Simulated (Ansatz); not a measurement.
This Ansatz input for ZrO₂ was spoiled on purpose:

```yaml
crystal:
  lattice:
    - [2.8968616, 0.0, 0.0]
    - [0.0, 2.8968616, 0.0]
    - [0.0, 0.0, 4.22603936]
  atoms:
    - { symbol: Zr, position: [0.0, 0.0, 0.0] }
    - { symbol: Zr, position: [0.5, 0.5, 0.5] }
    - { symbol: O, position: [0.0, 0.5, 0.1928057823] }
    - { symbol: O, position: [0.0, 0.5, 0.6928057823] }
    - { symbol: O, position: [0.5, 0.0, 0.3071942177] }
    - { symbol: O, position: [0.5, 0.0, 0.8071942177] }
basis:
  ecutwfc: 420
  ecutrho_ratio: 4
kpoints:
  mp_grid: { grid: [8, 8, 6] }
hamiltonian:
  xc: pbe
scf:
  occupations: { method: gaussian, width: 0.05 }
  max_iter: 50
output:
  forces: true
  stress: true
```

Launched as:
```sh
ansatz run input.yaml --threads 4 --pin off --max-ram 7168MiB --backend cpu --events-out ev --progress --plain --runs-dir out
```

**Question.** What is wrong with it?

**Answer.** A lattice far too small. Against the sound input: crystal.lattice: [[2.8968616, 0.0, 0.0], [0.0, 2.8968616, 0.0], [0.0, 0.0, 4.22603936]] (the cap on iterations is only a precaution).

What the program printed:

```
SCF iter   1: F=—  HF=-10612.666345 eV  |F-HF|=—  |Δ(HF+E_count)|=         —  Δρ=3.39e-2  dr2=2.15e-1
SCF iter   2: F=—  HF=-10612.641844 eV  |F-HF|=—  |Δ(HF+E_count)|=   2.45e-2  Δρ=1.48e-2  dr2=2.55e-2
SCF iter   3: F=—  HF=-10612.643957 eV  |F-HF|=—  |Δ(HF+E_count)|=   2.11e-3  Δρ=6.83e-3  dr2=4.58e-3
SCF iter   4: F=—  HF=-10612.646004 eV  |F-HF|=—  |Δ(HF+E_count)|=   2.05e-3  Δρ=1.43e-3  dr2=2.01e-4
SCF iter   5: F=—  HF=-10612.646193 eV  |F-HF|=—  |Δ(HF+E_count)|=   1.90e-4  Δρ=1.55e-4  dr2=2.83e-6
SCF iter   6: F=—  HF=-10612.646065 eV  |F-HF|=—  |Δ(HF+E_count)|=   1.29e-4  Δρ=1.61e-5  dr2=2.69e-8
SCF iter   7: F=-10612.646065 eV  HF=-10612.646065 eV  |F-HF|=5.17e-10  |Δ(HF+E_count)|=   5.32e-8  Δρ=1.61e-6  dr2=2.71e-10
```

```
SCF 1 converged in 7 iterations: F = -10612.646065 eV  dr2 = 2.71e-10
SCF converged after 7 iterations
Free energy (F): -10612.646065 eV
E sigma→0 (E₀):  -10612.646065 eV
Fermi energy:    28.292838 eV
--- Forces (eV/Å), atoms counted from 1 ---
  atom   1  Zr     0.00000000     0.00000000     0.00000000
  atom   2  Zr     0.00000000     0.00000000     0.00000000
  atom   3  O      0.00000000     0.00000000     7.76892654
  atom   4  O      0.00000000     0.00000000     7.76892654
  atom   5  O      0.00000000     0.00000000    -7.76892654
  atom   6  O      0.00000000     0.00000000    -7.76892654
--- Stress (GPa, compression-positive) ---
      607.801469       0.000000       0.000000
        0.000000     607.801469       0.000000
        0.000000       0.000000     533.514776
  P = ⅓ Tr σ = 583.0392 GPa (5830.392 kbar)
```

The run converged all the same; its pressure of 583 GPa shows the fault against the sound run's. Its energy lies 5867 meV/atom from the sound one. Cost: 1.1 s on 4 threads of Arm Neoverse V2, with other jobs on the host, peak memory 0.32 GiB. The run before the change (PBE, 420 eV, 8×8×6 mesh) gave:

```tsv
run	P (GPa)	gap on the mesh (eV)	cell moment (μB)	largest force component (eV/Å)
sound	0.0	4.04	–	0.001
spoiled	583.0	4.03	–	7.769
```

The chain of runs began from a cell as deposited in COD, expanded in volume.

Of that run: Semilocal functionals underestimate band gaps, commonly by a third or more.
